**Question**

I am choosing a k mesh for indium phosphide and have run the same crystal with finer and finer meshes. Some columns settle quickly, one doesn't seem to settle at all, and one is zero from the start.

VASP 6.6.1, PBE with PAW potentials (In_d, P), for InP (F-43m) in a fixed two-atom cell, without spin polarisation or spin–orbit coupling; cutoff 520 eV, Gaussian smearing 0.02 eV, EDIFF 1e-6 eV. The sweep value is the k mesh; energies are extrapolated to zero smearing and counted from the 13,13,13 mesh, and gaps are taken on each mesh.

```
sweep value  energy less tightest (meV/atom)  pressure (GPa)  gap (eV)  force miss (eV/Å)
      2,2,2                            911.0           7.351     0.609              0.000
      3,3,3                            199.6           4.200     0.678              0.000
      4,4,4                             55.4           3.460     0.699              0.000
      5,5,5                             17.8           3.337     0.708              0.000
      6,6,6                              6.4           3.311     0.710              0.000
      7,7,7                              2.5           3.337     0.711              0.000
      9,9,9                              0.5           3.291     0.712              0.000
   11,11,11                              0.1           3.330     0.712              0.000
   13,13,13                              0.0           3.424     0.713              0.000
```

1. Which mesh do I need for an energy good to 10 or to 1 meV/atom?
2. Why does the energy error fall so fast?
3. Can I guess the error of the next mesh?
4. Why is the pressure too high on the coarsest meshes?
5. Which digits of the pressure can I trust?
6. Why does the gap change, and is the final value right?
7. The force miss is zero even at 2,2,2. Can I relax structures with that mesh?
8. What happens to the mesh if I double the cell?

**Answer**

*1. The mesh for a given error.* The energy error is nearly 1 eV/atom at 2,2,2, below 10 meV/atom at 6,6,6 and below 1 meV/atom at 9,9,9, always counted from the densest mesh. (The energy followed is the one extrapolated to zero smearing, which is practically the same as the free energy in a crystal with this gap and so narrow a smearing.) Going from 6,6,6 to 9,9,9 multiplies the points of the full mesh by about 3.4, before symmetry reduces them. It divides the energy error by about 14.

*2. Why it falls so fast.* A mesh with $N$ divisions in each direction treats the crystal as if it closed on itself after $N$ cells. An electron can then interfere with its own copy, $N$ cells away. One cell edge is about 4.1 Å, so that copy sits about 8 Å away at 2,2,2 and 37 Å away at 9,9,9. In a crystal with a gap, the quantum-mechanical link between distant places dies off exponentially, and the mesh error dies with it. A metal has no gap to protect it: its sharp Fermi surface makes convergence slower and brings the smearing into play.

*3. Guessing the next mesh.* In formal terms, the energy summed over the filled bands is a periodic function of $k$. A mesh average gets wrong only those Fourier components that belong to distances of $N$ cells and their multiples. With a gap these components shrink exponentially, usually with a power of $N$ in front, which suggests

$$\Delta E(N) \approx A\,N^{-p}\,e^{-cN}.$$

Here $\Delta E$ is the energy error, and $A$, $p$ and $c$ are constants. Fitted to the seven meshes from 2,2,2 to 9,9,9, this form follows their errors to about 3%. For 11,11,11, which was kept out of the fit, it predicts an energy 0.07 meV/atom above that of 13,13,13; the calculation gives 0.08. The constants $p$ and $c$ can partly replace each other, so neither should be read as a property of InP.

Simpler rules do worse. A pure exponential would divide the error by the same factor for every added division, but that factor drops from 4.6 between the first two meshes to 2.3 between 7,7,7 and 9,9,9. A pure power law would keep one exponent, and the local exponent rises from 3.7 to 6.7 over the same range. For daily use, between 6,6,6 and 9,9,9 each added division cuts the error by a factor of about 2.4. The printed analysis below lists these factors mesh by mesh.

*4. Why coarse meshes raise the pressure.* Pressure is the energy gained per unit of volume squeezed away, so an energy error that grows on squeezing adds a false pressure. Band energies grow roughly as $1/d^2$ when the bond length $d$ shrinks, which means as $V^{-2/3}$ with the volume $V$. If the mesh error scales in the same way, then

$$\Delta P = -\frac{d\,\Delta E}{dV} = \frac{2}{3}\,\frac{\Delta E}{V}.$$

Take 3,3,3, with an error of 199.6 meV/atom in a volume of 25.17 Å³/atom. The ratio is 0.0079 eV/Å³, or 1.27 GPa, and two thirds of that is 0.85 GPa. The computed pressure lies 0.86 GPa above the mean of the meshes from 5,5,5 onwards. The factor 2/3 comes from the argument and was not adjusted to these pressures.

The estimate also works at 2,2,2, where it gives 3.9 GPa against 4.0 computed. At 4,4,4 it gives twice the computed excess, but there the difference between the two is no larger than the scatter among the finer meshes. The scaling is therefore supported by two rows only.

*5. Which pressure digits to trust.* Read the pressure as 3.3 GPa, uncertain by about 0.1. From 11,11,11 to 13,13,13 it jumps by 0.09 GPa, although the energy hardly moves; by the formula above, so small an energy error should shift the pressure by less than 0.001 GPa. A possible cause is a density that is not quite self-consistent, since this disturbs the stress more than the energy. Repeating the run with a tighter stopping criterion would test that.

The 3.3 GPa itself is no mesh error. The cell is held smaller than PBE would like it, and with a bulk modulus of roughly 70 GPa (a recalled value) it would grow by about 5% in volume if released. On the same estimate, the scatter in pressure matters by less than 0.1% in the lattice constant.

*6. The gap.* The gap of InP is direct, with both band edges at the zone centre $\Gamma$. A mesh that missed $\Gamma$ would give too large a gap, whereas the coarse meshes here give too small a one. The smooth run through odd and even meshes also suggests that $\Gamma$ is always included. What changes is then most likely the self-consistent density, built from too few points, which shifts the band edges.

By 5,5,5 the gap is within 5 meV of its final 0.713 eV, yet experiment gives roughly 1.4 eV. Spin–orbit coupling is left out and the cell is smaller than PBE prefers, but adding the coupling or letting the cell expand would lower the gap further. The shortfall is the well-known underestimate of gaps by PBE, and no mesh will repair it.

*7. The zero forces.* Each atom sits at the centre of a regular tetrahedron of neighbours, so symmetry cancels the force on every mesh that shares this symmetry, however coarse. The zero therefore says nothing about the quality of the 2,2,2 mesh. For relaxing the cell, the table already rules that mesh out: its pressure is about 4 GPa too high. To choose a mesh for relaxing atomic positions, displace one atom and watch how its force changes with the mesh.

*8. Doubling the cell.* What counts is the distance after which the crystal closes on itself. A cell with all edges doubled needs half as many divisions for the same distance: 3,3,3 there samples the perfect crystal exactly as 6,6,6 does here, if both meshes contain $\Gamma$. The error stays at 6.4 meV/atom, but the larger cell has 16 atoms, so its total energy is off by about 0.1 eV.

Printed output of the fit:

```
Mesh errors (0 in the last row of columns 2 and 3 means undefined):
       row  energy error meV/atom  fall factor per unit of N  local power of N  pressure excess GPa  excess expected from energy GPa  gap shortfall meV
     2,2,2                    911                        n/a               n/a                4.013                            3.866                104
     3,3,3                  199.6                      4.563             3.744               0.8617                           0.8472                 35
     4,4,4                  55.39                      3.604             4.456               0.1217                           0.2351                 14
     5,5,5                  17.79                      3.114              5.09            -0.001333                          0.07549                  5
     6,6,6                  6.397                      2.781              5.61             -0.02733                          0.02715                  3
     7,7,7                  2.497                      2.562             6.103            -0.001333                           0.0106                  2
     9,9,9                  0.458                      2.335             6.748             -0.04733                         0.001944                  1
  11,11,11                  0.084                      2.335             8.452            -0.008333                        0.0003565                  1
  13,13,13                      0                          0                 0              0.08567                                0                  0
fit of lnerr on 7 rows (N < 10): constant 9.671 +/- 0.049, coefficient of N -0.5554 +/- 0.02, coefficient of log(N) -2.491 +/- 0.093; rms 0.0198, worst 3,3,3 -0.0283, leave-one-out rms 0.0645
  rows outside the fit (model, value, miss): 11,11,11 -2.411, -2.477, 0.0657; 13,13,13 -3.938, 0, -3.94
Largest misfit of the law up to N 9 as a factor: 1.029
Leftover error of the 13 mesh by the law in meV/atom: 0.01949
Predicted energy of 11 mesh less 13 mesh in meV/atom: 0.07022
Computed energy of 11 mesh less 13 mesh in meV/atom: 0.084
Energy error at N 6 over that at N 9: 13.97
Points in the full mesh at N 9 over N 6: 3.375
Share of Gamma in the full 2 mesh in percent: 12.5
Mean pressure from N 5 on in GPa: 3.338
Spread of pressure from N 5 on in GPa: 0.133
Pressure rise from N 11 to 13 in GPa: 0.094
Rough volume growth on relaxing in percent: 4.769
Rough length error from the pressure spread in percent: 0.06333
Rough gap missing against experiment at N 13 in eV: 0.687
```
